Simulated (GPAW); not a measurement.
TiAl: relaxation of cell and atoms with PBEsol+D3(BJ)+ATM

TiAl:

```
Ti Al
1.0
     2.86726    0.00000    0.00000
    -1.43363    2.48312    0.00000
     0.00000    0.00000    4.67808
Ti Al
1 1
Cartesian
  0.0000 0.0000 0.0000
  0.0000 1.6554 2.3390
```

The cell comes from a database or a generator and needn't be the stable form of this composition.

```json
{
 "Program": "GPAW 26.7.0",
 "Task": "relaxation of cell and atoms",
 "Functional": "PBEsol",
 "Dispersion": "D3(BJ)+ATM",
 "Potentials or basis": "PAW data sets generated in the run's folder for this functional",
 "Cutoff": "600 eV",
 "Basis": "pw",
 "k mesh": "9 × 9 × 5",
 "Occupations": "fermi-dirac, width 0.05 eV",
 "Spin": "no spin polarisation",
 "Maxiter": "150",
 "Optimizer": "BFGS",
 "Fmax": "0.02 eV/Å",
 "Max steps": "60",
 "Convergence": "density=1e-05 forces=0.0001"
}
```

| Property | Result |
| --- | --- |
| Relaxed volume | 15.63 Å³/atom |
| Relaxed cell | a = 2.802 Å, b = 2.802 Å, c = 4.597 Å, α = 90.00°, β = 90.00°, γ = 120.00° |
| Space group after relaxing (to 0.05 Å) | P-6m2 (No. 187) |
| Energy gained by relaxing | 20.7 meV/atom |
| Ionic steps | 7 |
| Pressure after relaxing | -0.1 GPa |
| Band gap on the k mesh | none (metal or under the smearing width) |
| Dispersion energy per atom | -0.445 eV |

The path:
```
step  energy change (eV)  largest force (eV/Å)  pressure (GPa)  volume (Å³)
   1              0.0000                0.0000           -6.79        33.31
   2             -0.0178                0.0000           -5.31        32.81
   3             -0.0400                0.0000            0.35        31.18
   4             -0.0405                0.0000           -0.03        31.28
   5             -0.0407                0.0000           -0.11        31.30
   6             -0.0413                0.0000           -0.20        31.30
   7             -0.0414                0.0000           -0.09        31.27
```

Final structure:
```
Ti Al
1.0
     2.80229    0.00000    0.00000
    -1.40114    2.42685    0.00000
     0.00000    0.00000    4.59733
Ti Al
1 1
Direct
  0.00000 0.00000 0.00000
  0.33333 0.66667 0.50000
```

Levels at points of the mesh, in eV from the Fermi level:
| k point | band 5 | band 6 | band 7 | band 8 | band 9 | band 10 |
| --- | --- | --- | --- | --- | --- | --- |
| (0.00, 0.00, 0.00) | -9.30 | -2.41 | -1.96 | 1.36 | 1.36 | 2.99 |

Run time: 72 s on 1 thread of Arm Neoverse V2 (shared host), peak memory 0.22 GiB.

Caveat: later steps reuse the first step's grids; pairwise dispersion overbinds metals, which lowers pressure and volume.
